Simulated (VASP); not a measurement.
**Al2O3 (Corundum): band structure with PBE**

**Measured values to compare with.**

“Multi-petahertz electron interference in Cr:Al2O3 solid-state material”, 2018, pmc:5906618 quotes, for a bulk crystal of Al2O3: band gap 8.7 eV (optical).

Al2O3 (Corundum):

```
Al O
1.0
     2.38025    1.37424    4.33187
    -2.38025    1.37424    4.33187
     0.00000   -2.74848    4.33187
Al O
4 6
Cartesian
  0.0000 0.0000 11.0743
  0.0000 0.0000 8.4191
  0.0000 0.0000 1.9213
  0.0000 0.0000 4.5765
  -1.6503 -0.1099 5.4148
  0.7300 1.4841 5.4148
  0.9203 -1.3742 5.4148
  1.6503 0.1099 7.5808
  -0.7300 -1.4841 7.5808
  -0.9203 1.3742 7.5808
```

* Program: VASP 6.6.1
* Task: band structure
* Functional: PBE
* Potentials or basis: VASP PAW PBE potentials, release 54 (Al, O)
* Cutoff: 500 eV
* k mesh: 7 × 7 × 7
* Occupations: fermi-dirac, width 0.05 eV
* Spin: no spin polarisation
* Further INCAR settings: ALGO = Fast; EDIFF = 1e-06

```
Band gap on the k mesh  : 6.22 eV, direct
Band gap along the path : 6.22 eV, direct
```

Levels at the corners of the path, in eV from the valence-band top:
| point | band 20 | band 21 | band 22 | band 23 | band 24 | band 25 | band 26 | band 27 | band 28 | band 29 |
| --- | --- | --- | --- | --- | --- | --- | --- | --- | --- | --- |
| Γ | -0.50 | -0.50 | -0.04 | -0.04 | 0.00 | 6.22 | 9.14 | 10.73 | 11.52 | 11.55 |
| L | -1.33 | -0.91 | -0.91 | -0.27 | -0.27 | 9.47 | 9.47 | 9.63 | 9.63 | 11.82 |
| L | -1.33 | -0.91 | -0.91 | -0.27 | -0.27 | 9.47 | 9.47 | 9.63 | 9.63 | 11.79 |
| B1 | -1.19 | -0.85 | -0.85 | -0.51 | -0.51 | 9.70 | 9.70 | 10.12 | 10.12 | 10.59 |
| B | -1.19 | -0.85 | -0.85 | -0.51 | -0.51 | 9.70 | 9.70 | 10.12 | 10.12 | 10.59 |
| Z | -2.00 | -0.38 | -0.38 | -0.38 | -0.38 | 8.67 | 8.67 | 11.08 | 11.08 | 12.58 |
| Z | -2.00 | -0.38 | -0.38 | -0.38 | -0.38 | 8.67 | 8.67 | 11.08 | 11.08 | 12.52 |
| Γ | -0.50 | -0.50 | -0.04 | -0.04 | 0.00 | 6.22 | 9.14 | 10.73 | 11.52 | 11.53 |
| Γ | -0.50 | -0.50 | -0.04 | -0.04 | 0.00 | 6.22 | 9.14 | 10.73 | 11.52 | 11.54 |
| X | -1.11 | -0.89 | -0.84 | -0.56 | -0.29 | 9.50 | 9.54 | 9.75 | 10.21 | 10.71 |
| Q | -1.11 | -0.89 | -0.84 | -0.56 | -0.29 | 9.50 | 9.54 | 9.75 | 10.21 | 10.71 |
| F | -1.30 | -1.03 | -0.92 | -0.74 | -0.26 | 9.64 | 9.72 | 9.93 | 10.40 | 11.15 |
| F | -1.30 | -1.03 | -0.92 | -0.74 | -0.26 | 9.64 | 9.72 | 9.93 | 10.40 | 11.16 |
| P1 | -1.07 | -1.04 | -0.86 | -0.75 | -0.47 | 9.73 | 9.93 | 10.20 | 10.37 | 10.38 |
| P1 | -1.07 | -1.04 | -0.86 | -0.75 | -0.47 | 9.73 | 9.93 | 10.20 | 10.37 | 10.38 |
| Z | -2.00 | -0.38 | -0.38 | -0.38 | -0.38 | 8.67 | 8.67 | 11.08 | 11.08 | 12.55 |
| L | -1.33 | -0.91 | -0.91 | -0.27 | -0.27 | 9.47 | 9.47 | 9.63 | 9.63 | 11.79 |
| P | -1.07 | -1.04 | -0.86 | -0.75 | -0.47 | 9.73 | 9.93 | 10.20 | 10.37 | 10.38 |

Wall time 5 min on 1 thread of AMD EPYC 9R14 (Zen 4), with other jobs on the host, peak memory 0.34 GiB.

A measured gap of Al2O3 is 8.7 eV (optical; quoted in “Multi-petahertz electron interference in Cr:Al2O3 solid-state material”, 2018, pmc:5906618); the calculated 6.22 eV misses it by -2.48 eV. The value is that of PBE, without temperature or zero-point motion. Semilocal functionals fall short of measured gaps as a rule.

Caveat: the log is that of the step along the path at fixed density, whose energy, stress, charges and moments have no meaning.
